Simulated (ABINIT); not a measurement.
Input of an ABINIT 10.8.3 (patched build) run:

The input run.abi:

```
ndtset 2

pp_dirpath "./"
pseudos "As.hgh, Ga.hgh"

acell 3*1.0
rprim
     0.0000000000     5.3419722954     5.3419722954
     5.3419722954     0.0000000000     5.3419722954
     5.3419722954     5.3419722954     0.0000000000
ntypat 2
znucl 33 31
natom 2
typat 1 2
xcart
     8.0129584431     8.0129584431     8.0129584431
     0.0000000000     0.0000000000     0.0000000000

ecut 18.0

ixc 7

occopt 3
tsmear 0.05 eV

nstep 100

iomode 3
prtwf 0
prteig 0
prtebands 0
enunit 2
prtden1 1

kptopt1 1
ngkpt1 8 8 8
nshiftk1 1
shiftk1 0.0 0.0 0.0
nband1 8
tolvrs1 1.0e-10

iscf2 -2
getden2 1
nband2 12
nbdbuf2 2
tolwfr2 1.0e-12
kptopt2 -9
ndivsm2 5
prteig2 1
kptbounds2
     0.0000000000     0.0000000000     0.0000000000
     0.5000000000     0.0000000000     0.5000000000
     0.5000000000     0.2500000000     0.7500000000
     0.3750000000     0.3750000000     0.7500000000
     0.0000000000     0.0000000000     0.0000000000
     0.5000000000     0.5000000000     0.5000000000
     0.6250000000     0.2500000000     0.6250000000
     0.5000000000     0.2500000000     0.7500000000
     0.5000000000     0.5000000000     0.5000000000
     0.3750000000     0.3750000000     0.7500000000
```

Potentials or basis: HGH LDA.

The run is started by

```bash
$ abinit run.abi > log 2>&1
```

(1) Predict the pressure.

(2) Estimate the band gap along the path.

## Answers

(1) -4.7 GPa.

(2) 0.47 eV, direct.

Caveat: HGH potentials are hard and often keep d shells in the core, so these values are rough.
